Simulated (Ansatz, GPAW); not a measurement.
# Geometry or basis: what sets the conductance of a Rh chain with two B atoms in line

Aim: the conductance of a Rh chain with two B atoms in line after relaxation, and whether geometry, basis or functional moves it most.

Main program and level: GPAW 26.7.0 and Ansatz 0.2.0; Ansatz plane waves; relaxation of the junction with the lead ends held; PAW set soft_1, in the first sound run; inputs show where later runs differ.

## Step 1: The structure

The cell holds 18 atoms: 16 Rh and 2 B. Cell: a = 9.000 Å, b = 9.000 Å, c = 39.857 Å, α = 90.0°, β = 90.0°, γ = 90.0°. Regions: left lead, 8 atoms (8 Rh); channel, 2 atoms (2 B); right lead, 8 atoms (8 Rh). Vacuum lies along a and b. The structure is stacked along c, and the current runs across the ab planes.

## Step 2: Relaxing the atoms

Transmission follows bond lengths closely, so the atoms between the held lead ends are relaxed first, from a slightly shaken start that lets symmetry break.

input.yaml

```yaml
crystal:
  lattice:
    - [9.0, 0.0, 0.0]
    - [0.0, 9.0, 0.0]
    - [0.0, 0.0, 39.8568]
  atoms:
    - { symbol: Rh, position: [0.5, 0.5, 0.0288532948] }
    - { symbol: Rh, position: [0.5, 0.5, 0.0865598844] }
    - { symbol: Rh, position: [0.5, 0.5, 0.144266474] }
    - { symbol: Rh, position: [0.5, 0.5, 0.2019730636] }
    - { symbol: Rh, position: [0.5, 0.5, 0.2596796532] }
    - { symbol: Rh, position: [0.5, 0.5, 0.3173862427] }
    - { symbol: Rh, position: [0.4985588666, 0.4962330108, 0.3756000309] }
    - { symbol: Rh, position: [0.4963072847, 0.5067130519, 0.4334949961] }
    - { symbol: B, position: [0.4988024569, 0.5019017191, 0.4817684228] }
    - { symbol: B, position: [0.5094465647, 0.4969224511, 0.520246287] }
    - { symbol: Rh, position: [0.5017258021, 0.4990681632, 0.5680226698] }
    - { symbol: Rh, position: [0.5016892477, 0.5035874695, 0.6245113263] }
    - { symbol: Rh, position: [0.5, 0.5, 0.6826137573] }
    - { symbol: Rh, position: [0.5, 0.5, 0.7403203468] }
    - { symbol: Rh, position: [0.5, 0.5, 0.7980269364] }
    - { symbol: Rh, position: [0.5, 0.5, 0.855733526] }
    - { symbol: Rh, position: [0.5, 0.5, 0.9134401156] }
    - { symbol: Rh, position: [0.5, 0.5, 0.9711467052] }
kpoints:
  mp_grid: { grid: [1, 1, 2] }
hamiltonian:
  xc: pbe
  pseudopotentials: { kind: paw, azcp: { folder: soft_1 } }
scf:
  occupations: { method: fermi_dirac, width: 0.1 }
relax:
  f_tol: 0.03
  max_steps: 80
  constraints: [{ sites: [0, 1, 2, 3, 4, 5, 12, 13, 14, 15, 16, 17] }]
```

Command:

```
> ansatz run input.yaml --threads 4 --pin off --max-ram 8192MiB --backend cpu --events-out ev --progress --plain --runs-dir out
```

Numbers of over 12 decimals in the logs are rounded to 6 here.

The program printed:

```text
Engine: ansatz 0.2.0, x86_64-unknown-linux-gnu
Pseudopotentials: kind: paw
Pseudopotential: Rh, paw, valence charge 17, recommended cutoff 420 eV (normal), soft_1/Rh.paw.azcp
Pseudopotential: B, paw, valence charge 3, recommended cutoff 420 eV (normal), soft_1/B.paw.azcp
Functional definition: PBE
  parameter kappa = 0.804
  parameter beta = 0.066725
  exchange = pbe_x(kappa = kappa, mu = beta*pi^2/3)
  correlation = pbe_c(beta = beta)
Crystal: 18 atoms, lattice volume = 3228.401 Å³
Basis set: ecut = 420 eV, 63001 PW (Γ), exchange–correlation on 128×128×540 points (8 copies of the dense FFT grid, shifted against one another)
Bands: 167, of which v1, the nominal top of the filled ones, is band 139 counted from 1 (138 counted from 0)
Symmetry: 1 space group operations
Space group: P1 (ITA 1), of the structure as read, at distance tolerance 1.5e-4 Å
k-points: 2
Non-local potential: Rh, projectors of the file, l = 0: 3, l = 1: 2, l = 2: 2, l = 3: 1
Non-local potential: B, projectors of the file, l = 0: 2, l = 1: 2, l = 2: 1
PAW form: soft (Blöchl's): semilocal exchange-correlation on the pseudo side does not see the compensation charge
PAW one-centre angular grid: Rh, 590 points (default); XC on 64 Gauss nodes
PAW one-centre angular grid: B, 110 points (default); XC on 64 Gauss nodes
Initial density: superposition of atomic densities (neutral atoms: chi_scale 0, normalization atom)
Initial wavefunctions: pseudopotential atomic-orbital guess
Functional: x = pbe(κ = 0.804, μ = 0.219515), c = pbe(β = 0.066725)
SCF iter   1: F=—  HF=-102708.914079 eV  |F-HF|=—  |Δ(HF+E_count)|=         —  Δρ=2.88e-2  dr2=6.51e1  ethr=3.10e-3  ⟨swp⟩=6.0  Hψ=1225  notcnv=0
preconditioner: auto → LDOS  [metal: Δε(μ)=0.038 eV  Ē_g=3.316 eV  σ=0.100 eV  W_gap=0.09  n_scr=330 (ndim 8)  ℏωp=8.0 eV  f_vac=0.749  D(μ)=34.89/eV (n_scr^D=132)  β→1.0]
SCF iter   2: F=—  HF=-102705.661474 eV  |F-HF|=—  |Δ(HF+E_count)|=    3.25e0  Δρ=2.11e-2  dr2=3.16e1  ethr=3.10e-3  ⟨swp⟩=4.5  Hψ=770  notcnv=0  defer=5
SCF iter   3: F=—  HF=-102703.076464 eV  |F-HF|=—  |Δ(HF+E_count)|=    2.59e0  Δρ=4.88e-3  dr2=5.93e-1  ethr=3.10e-3  ⟨swp⟩=3.0  Hψ=852  notcnv=0  defer=4
SCF iter   4: F=—  HF=-102702.956160 eV  |F-HF|=—  |Δ(HF+E_count)|=   1.20e-1  Δρ=1.28e-3  dr2=1.39e-1  ethr=2.13e-4  ⟨swp⟩=3.0  Hψ=679  notcnv=0  defer=4
SCF iter   5: F=—  HF=-102702.956596 eV  |F-HF|=—  |Δ(HF+E_count)|=   4.36e-4  Δρ=5.44e-4  dr2=1.78e-2  ethr=4.99e-5  ⟨swp⟩=2.0  Hψ=481  notcnv=0  defer=4
SCF iter   6: F=—  HF=-102702.959323 eV  |F-HF|=—  |Δ(HF+E_count)|=   2.73e-3  Δρ=2.74e-4  dr2=5.31e-3  ethr=6.41e-6  ⟨swp⟩=2.0  Hψ=475  notcnv=0  defer=4
SCF iter   7: F=—  HF=-102702.959215 eV  |F-HF|=—  |Δ(HF+E_count)|=   1.08e-4  Δρ=8.37e-5  dr2=5.18e-4  ethr=1.91e-6  ⟨swp⟩=2.0  Hψ=486  notcnv=0  defer=4
SCF iter   8: F=—  HF=-102702.959257 eV  |F-HF|=—  |Δ(HF+E_count)|=   4.17e-5  Δρ=3.93e-5  dr2=8.77e-5  ethr=1.86e-7  ⟨swp⟩=2.0  Hψ=490  notcnv=0  defer=4
SCF iter   9: F=-102702.959249 eV  HF=-102702.959266 eV  |F-HF|=1.67e-5  |Δ(HF+E_count)|=   8.73e-6  Δρ=1.83e-5  dr2=2.10e-5  ethr=8.09e-9  ⟨swp⟩=5.0  Hψ=1160  notcnv=0
SCF 1 converged in 9 iterations: F = -102702.959249 eV  dr2 = 2.10e-5
  greatest PAW one-centre occupation: 1.000 electrons in one spin orbital (limit 2), on the Rh atom at site 5 (counted from 0), in its partial waves of l = 0
relax step   1: F+E_penalty+E_count = -102702.95924894 eV  Δ(F+E_penalty+E_count) = +0.000e0 eV  max|allowed force component| = 3.326e0 eV/Å  Δτ_max = 0.0000 Å  (9 SCF iters, dr2 threshold 2.25e-5 eV, accepted)
Initial density: handed on by an earlier stage of this run
Initial wavefunctions: those handed on with the density
iter 1 solved again at ethr=1.58e-4 eV; its pass at ethr=3.10e-3 eV (dr2=4.39e-1 eV) is discarded
SCF iter   1: F=—  HF=-102703.207996 eV  |F-HF|=—  |Δ(HF+E_count)|=         —  Δρ=2.65e-3  dr2=4.18e-1  ethr=1.58e-4  ⟨swp⟩=1.0  Hψ=1024  notcnv=0  defer=4
preconditioner: auto → LDOS  [metal: Δε(μ)=0.134 eV  Ē_g=3.247 eV  σ=0.100 eV  W_gap=0.32  n_scr=330 (ndim 8)  ℏωp=8.0 eV  f_vac=0.768  D(μ)=48.21/eV (n_scr^D=264)  β→1.0]
SCF iter   2: F=—  HF=-102703.177756 eV  |F-HF|=—  |Δ(HF+E_count)|=   3.02e-2  Δρ=1.83e-3  dr2=1.37e-1  ethr=1.50e-4  ⟨swp⟩=2.0  Hψ=519  notcnv=0  defer=4
SCF iter   3: F=—  HF=-102703.161923 eV  |F-HF|=—  |Δ(HF+E_count)|=   1.58e-2  Δρ=6.45e-4  dr2=2.04e-2  ethr=4.92e-5  ⟨swp⟩=2.0  Hψ=581  notcnv=0  defer=4
SCF iter   4: F=—  HF=-102703.160853 eV  |F-HF|=—  |Δ(HF+E_count)|=   1.07e-3  Δρ=1.71e-4  dr2=3.74e-3  ethr=7.32e-6  ⟨swp⟩=2.0  Hψ=479  notcnv=0  defer=4
SCF iter   5: F=—  HF=-102703.160816 eV  |F-HF|=—  |Δ(HF+E_count)|=   3.73e-5  Δρ=8.29e-5  dr2=5.57e-4  ethr=1.34e-6  ⟨swp⟩=1.0  Hψ=330  notcnv=0  defer=4
SCF iter   6: F=-102703.160796 eV  HF=-102703.160838 eV  |F-HF|=4.21e-5  |Δ(HF+E_count)|=   2.21e-5  Δρ=2.66e-5  dr2=4.87e-5  ethr=3.60e-8  ⟨swp⟩=4.0  Hψ=1280  notcnv=0
SCF 2 converged in 6 iterations: F = -102703.160796 eV  dr2 = 4.87e-5
relax step   2: F+E_penalty+E_count = -102703.16079579 eV  Δ(F+E_penalty+E_count) = -2.015e-1 eV  max|allowed force component| = 1.752e0 eV/Å  Δτ_max = 0.0629 Å  (6 SCF iters, dr2 threshold 1.00e-4 eV, accepted)
iter 1 solved again at ethr=5.62e-4 eV; its pass at ethr=3.10e-3 eV (dr2=1.56e0 eV) is discarded
SCF iter   1: F=—  HF=-102703.714742 eV  |F-HF|=—  |Δ(HF+E_count)|=         —  Δρ=5.05e-3  dr2=1.07e0  ethr=5.62e-4  ⟨swp⟩=1.0  Hψ=1078  notcnv=0  defer=4
eigensolver tolerance schedule: the retry pair's looser diagonalisation over-reported the residual by 0.46 of it (diagonalisation noise at 0.11 of the residual, at the tolerance the schedule requests for it); recorded, not acted on — ethr = c·dr2/N_el stays at c = 1.0e-1
preconditioner: auto → LDOS  [metal: Δε(μ)=0.039 eV  Ē_g=3.265 eV  σ=0.100 eV  W_gap=0.10  n_scr=330 (ndim 8)  ℏωp=8.0 eV  f_vac=0.768  D(μ)=45.74/eV (n_scr^D=232)  β→1.0]
SCF iter   2: F=—  HF=-102703.647012 eV  |F-HF|=—  |Δ(HF+E_count)|=   6.77e-2  Δρ=3.92e-3  dr2=5.18e-1  ethr=3.84e-4  ⟨swp⟩=3.0  Hψ=626  notcnv=0  defer=4
SCF iter   3: F=—  HF=-102703.556945 eV  |F-HF|=—  |Δ(HF+E_count)|=   9.01e-2  Δρ=1.18e-3  dr2=6.17e-2  ethr=1.87e-4  ⟨swp⟩=2.0  Hψ=666  notcnv=0  defer=4
SCF iter   4: F=—  HF=-102703.551756 eV  |F-HF|=—  |Δ(HF+E_count)|=   5.19e-3  Δρ=3.05e-4  dr2=8.71e-3  ethr=2.22e-5  ⟨swp⟩=2.0  Hψ=381  notcnv=0  defer=4
SCF iter   5: F=—  HF=-102703.551448 eV  |F-HF|=—  |Δ(HF+E_count)|=   3.08e-4  Δρ=1.73e-4  dr2=2.60e-3  ethr=3.13e-6  ⟨swp⟩=2.0  Hψ=335  notcnv=0  defer=4
SCF iter   6: F=—  HF=-102703.551567 eV  |F-HF|=—  |Δ(HF+E_count)|=   1.19e-4  Δρ=8.93e-5  dr2=3.25e-4  ethr=9.34e-7  ⟨swp⟩=2.0  Hψ=469  notcnv=0  defer=4
SCF iter   7: F=-102703.551486 eV  HF=-102703.551540 eV  |F-HF|=5.34e-5  |Δ(HF+E_count)|=   2.70e-5  Δρ=3.17e-5  dr2=6.39e-5  ethr=3.60e-8  ⟨swp⟩=3.5  Hψ=1206  notcnv=0
SCF 3 converged in 7 iterations: F = -102703.551486 eV  dr2 = 6.39e-5
  greatest PAW one-centre occupation: 1.000 electrons in one spin orbital (limit 2), on the Rh atom at site 12 (counted from 0), in its partial waves of l = 0
relax step   3: F+E_penalty+E_count = -102703.55148646 eV  Δ(F+E_penalty+E_count) = -3.907e-1 eV  max|allowed force component| = 7.713e-1 eV/Å  Δτ_max = 0.1950 Å  (7 SCF iters, dr2 threshold 1.00e-4 eV, accepted)
[... from here on, the SCF cycles and remarks between the steps are left out ...]
relax step   4: F+E_penalty+E_count = -102703.87589577 eV  Δ(F+E_penalty+E_count) = -3.244e-1 eV  max|allowed force component| = 8.890e-1 eV/Å  Δτ_max = 0.1951 Å  (7 SCF iters, dr2 threshold 1.00e-4 eV, accepted)
relax step   5: F+E_penalty+E_count = -102704.09219412 eV  Δ(F+E_penalty+E_count) = -2.163e-1 eV  max|allowed force component| = 5.843e-1 eV/Å  Δτ_max = 0.1917 Å  (7 SCF iters, dr2 threshold 1.00e-4 eV, accepted)
relax step   6: F+E_penalty+E_count = -102704.14546901 eV  Δ(F+E_penalty+E_count) = -5.327e-2 eV  max|allowed force component| = 2.699e-1 eV/Å  Δτ_max = 0.2000 Å  (7 SCF iters, dr2 threshold 1.00e-4 eV, accepted)
relax step   7: F+E_penalty+E_count = -102704.16192913 eV  Δ(F+E_penalty+E_count) = -1.646e-2 eV  max|allowed force component| = 5.644e-2 eV/Å  Δτ_max = 0.1977 Å  (8 SCF iters, dr2 threshold 1.55e-5 eV, accepted)
relax step   8: F+E_penalty+E_count = -102704.16622460 eV  Δ(F+E_penalty+E_count) = -4.295e-3 eV  max|allowed force component| = 2.312e-2 eV/Å  Δτ_max = 0.0950 Å  (10 SCF iters, accepted)
relax step   9: F+E_penalty+E_count = -102704.14399310 eV  Δ(F+E_penalty+E_count) = +2.223e-2 eV  max|allowed force component| = 5.965e-1 eV/Å  Δτ_max = 0.1942 Å  (10 SCF iters, rejected (line search))
relax step  10: F+E_penalty+E_count = -102704.16753521 eV  Δ(F+E_penalty+E_count) = -1.311e-3 eV  max|allowed force component| = 4.082e-2 eV/Å  Δτ_max = 0.0746 Å  (10 SCF iters, accepted)
relax step  11: F+E_penalty+E_count = -102704.16845321 eV  Δ(F+E_penalty+E_count) = -9.180e-4 eV  max|allowed force component| = 6.731e-2 eV/Å  Δτ_max = 0.0975 Å  (9 SCF iters, accepted)
relax step  12: F+E_penalty+E_count = -102704.16889064 eV  Δ(F+E_penalty+E_count) = -4.374e-4 eV  max|allowed force component| = 2.501e-2 eV/Å  Δτ_max = 0.0097 Å  (6 SCF iters, dr2 threshold 4.53e-6 eV, accepted)
relax step  13: F+E_penalty+E_count = -102704.16889101 eV  Δ(F+E_penalty+E_count) = -3.672e-7 eV  max|allowed force component| = 2.495e-2 eV/Å  Δτ_max = 0.0000 Å  (3 SCF iters, accepted)
relax step  14: F+E_penalty+E_count = -102704.16911965 eV  Δ(F+E_penalty+E_count) = -2.286e-4 eV  max|allowed force component| = 1.733e-2 eV/Å  Δτ_max = 0.0334 Å  (8 SCF iters, accepted)
SCF iter   1: F=—  HF=-102704.169766 eV  |F-HF|=—  |Δ(HF+E_count)|=         —  Δρ=6.03e-4  dr2=9.14e-3  ethr=2.59e-5  ⟨swp⟩=3.0  Hψ=898  notcnv=0  defer=4
preconditioner: auto → LDOS  [metal: Δε(μ)=0.048 eV  Ē_g=3.177 eV  σ=0.100 eV  W_gap=0.12  n_scr=330 (ndim 8)  ℏωp=8.0 eV  f_vac=0.766  D(μ)=47.45/eV (n_scr^D=248)  β→1.0]
SCF iter   2: F=—  HF=-102704.168705 eV  |F-HF|=—  |Δ(HF+E_count)|=   1.06e-3  Δρ=3.22e-4  dr2=3.29e-3  ethr=3.29e-6  ⟨swp⟩=2.0  Hψ=647  notcnv=0  defer=4
SCF iter   3: F=—  HF=-102704.168062 eV  |F-HF|=—  |Δ(HF+E_count)|=   6.43e-4  Δρ=8.88e-5  dr2=4.24e-4  ethr=1.18e-6  ⟨swp⟩=2.5  Hψ=579  notcnv=0  defer=4
SCF iter   4: F=—  HF=-102704.168043 eV  |F-HF|=—  |Δ(HF+E_count)|=   1.87e-5  Δρ=3.47e-5  dr2=4.25e-5  ethr=1.53e-7  ⟨swp⟩=2.0  Hψ=482  notcnv=0  defer=4
SCF iter   5: F=—  HF=-102704.169182 eV  |F-HF|=—  |Δ(HF+E_count)|=   1.14e-3  Δρ=1.35e-5  dr2=8.20e-6  ethr=1.53e-8  ⟨swp⟩=2.0  Hψ=583  notcnv=0  defer=4
SCF iter   6: F=—  HF=-102704.169183 eV  |F-HF|=—  |Δ(HF+E_count)|=   1.11e-6  Δρ=4.77e-6  dr2=1.45e-6  ethr=2.95e-9  ⟨swp⟩=2.0  Hψ=473  notcnv=0  defer=4
SCF iter   7: F=—  HF=-102704.169184 eV  |F-HF|=—  |Δ(HF+E_count)|=   2.12e-7  Δρ=2.33e-6  dr2=2.29e-7  ethr=5.20e-10  ⟨swp⟩=2.0  Hψ=476  notcnv=0  defer=4
SCF iter   8: F=-102704.169184 eV  HF=-102704.169184 eV  |F-HF|=2.33e-8  |Δ(HF+E_count)|=   5.76e-9  Δρ=8.75e-7  dr2=4.85e-8  ethr=3.60e-11  ⟨swp⟩=4.0  Hψ=1031  notcnv=0
SCF 15 converged in 8 iterations: F = -102704.169184 eV  dr2 = 4.85e-8
relax step  15: F+E_penalty+E_count = -102704.16918353 eV  Δ(F+E_penalty+E_count) = -6.389e-5 eV  max|allowed force component| = 1.590e-2 eV/Å  Δτ_max = 0.0347 Å  (8 SCF iters, accepted)
SCF converged after 8 iterations
Free energy (F): -102704.169184 eV
Harris-Foulkes:  -102704.169184 eV  (|F-HF|=2.33e-8)
Internal energy: -102702.595485 eV  (E = F + TS)
E sigma→0 (E₀):  -102703.382335 eV
Entropy (-TS):   -1.573698 eV (-87.428 meV/atom)
Fermi energy:    -3.260846 eV
--- Per-component energies (eV) ---
  E_band       = -8021.488800
  E_kinetic    = 8650.845845
  E_local      = -94074.316733  (includes V_loc(G=0)·N_el)
  E_nonlocal   = 4879.117319
  E_hartree    = 40609.722585
  E_xc         = -3220.908941
  E_vxc        = -4025.438992  (∫ρ·V_xc dr)
  E_paw        = -57840.885532  (= ΣΔE_a)
  E_vpaw       = -4671.141084  (= ΣTr[D̂ρ^β])
  E_aug_tail   = 0.001362  (compensation charges beyond the density's cutoff)
  E_ewald      = -1706.171391
  E_smearing   = -1.573698  (= −TS)
  E_closure    = 0.000000  (closes the sum)
  Σ components = -102704.169184   (vs F -102704.169184, Δ=0.00e0)
--- Forces (eV/Å), atoms counted from 1 ---
  atom   1  Rh    -0.00311672    -0.00852846     0.10117858
  atom   2  Rh     0.00476186     0.01308287     0.00166122
  atom   3  Rh    -0.00363188    -0.01010881    -0.22440547
  atom   4  Rh     0.00790408     0.02235995     0.05606612
  atom   5  Rh    -0.01489478    -0.04230222     0.63055436
  atom   6  Rh     0.00794110     0.02106709     0.00221198
  atom   7  Rh    -0.00203495    -0.00010161     0.00010133
  atom   8  Rh     0.00117815    -0.00054775     0.00236456
  atom   9  B      0.00134653     0.00157356    -0.00747942
  atom  10  B     -0.00020445    -0.00807893     0.01589958
  atom  11  Rh    -0.00055890     0.00804411    -0.01157305
  atom  12  Rh    -0.00212310    -0.00147819     0.00285373
  atom  13  Rh    -0.00662671    -0.02171561    -0.00882224
  atom  14  Rh     0.01674465     0.04410469    -0.62864434
  atom  15  Rh    -0.00880274    -0.02310730    -0.04938201
  atom  16  Rh     0.00374861     0.01014626     0.21912455
  atom  17  Rh    -0.00464683    -0.01287388    -0.00077869
  atom  18  Rh     0.00306622     0.00849003    -0.10092075
  max |Σ_I F_I| component: 5.01e-5 eV/Å
--- Relaxed structure (15 steps of the walk, 14 accepted, 0 SCFs on fresh bases) ---
  F+E_penalty+E_count = -102704.16918353 eV   max|allowed force component| = 1.590e-2 eV/Å
  atoms:
    - { symbol: Rh, position: [0.5, 0.5, 0.0288532948] }
    - { symbol: Rh, position: [0.5, 0.5, 0.0865598844] }
    - { symbol: Rh, position: [0.5, 0.5, 0.144266474] }
    - { symbol: Rh, position: [0.5, 0.5, 0.201973] }
    - { symbol: Rh, position: [0.5, 0.5, 0.259680] }
    - { symbol: Rh, position: [0.5, 0.5, 0.3173862427] }
    - { symbol: Rh, position: [0.489272, 0.469563, 0.374599] }
    - { symbol: Rh, position: [0.528800, 0.580789, 0.435995] }
    - { symbol: B, position: [0.504393, 0.512717, 0.478381] }
    - { symbol: B, position: [0.495454, 0.487536, 0.522244] }
    - { symbol: Rh, position: [0.470915, 0.418749, 0.564593] }
    - { symbol: Rh, position: [0.511994, 0.531303, 0.625424] }
    - { symbol: Rh, position: [0.5, 0.5, 0.682614] }
    - { symbol: Rh, position: [0.5, 0.5, 0.7403203468] }
    - { symbol: Rh, position: [0.5, 0.5, 0.798027] }
    - { symbol: Rh, position: [0.5, 0.5, 0.855733526] }
    - { symbol: Rh, position: [0.5, 0.5, 0.913440] }
    - { symbol: Rh, position: [0.5, 0.5, 0.971147] }
```

The job ended after 2.5 min (4 threads of Intel Xeon Platinum 8488C (Sapphire Rapids), shared host; peak memory 4.8 GiB; 9.8 min of CPU time).

Relaxation path:

```tsv
step	energy less that of the first step (eV)	largest force component (eV/Å)
1	0.0000	3.3259
2	-0.2015	1.7516
3	-0.5922	0.7713
4	-0.9166	0.8890
5	-1.1329	0.5844
6	-1.1862	0.2699
7	-1.2027	0.0564
8	-1.2070	0.0231
9	-1.1847	0.5965
10	-1.2083	0.0408
11	-1.2092	0.0673
12	-1.2096	0.0250
13	-1.2096	0.0250
14	-1.2099	0.0173
15	-1.2099	0.0159
```

Relaxation step 9 was tried and not accepted.

The atoms that moved most (Å):

```tsv
atom	dx	dy	dz	length
Rh11	-0.277	-0.723	-0.137	0.786
Rh8	0.292	0.667	0.100	0.735
Rh12	0.093	0.249	0.036	0.269
Rh7	-0.084	-0.240	-0.040	0.257
B9	0.050	0.097	-0.135	0.174
B10	-0.126	-0.084	0.080	0.171
```

Numbers from this step:

```
free energy         : -102704.1692 eV
smearing term TS    : 1.574 eV
symmetry operations : 1
```

The relaxation lowered the energy of the cell by 1.21 eV.

(Continued in part 2 of 4.)

[Logs are printed without paths, hosts, clocks, repeated set-up lines and the standing remarks that a program may print on its own settings, such as how far it seeks lower states.]

[Hosts, paths, dates, database ids (printed as entryN), source tags and the programs' standing remarks are cut or masked in the printed files.]
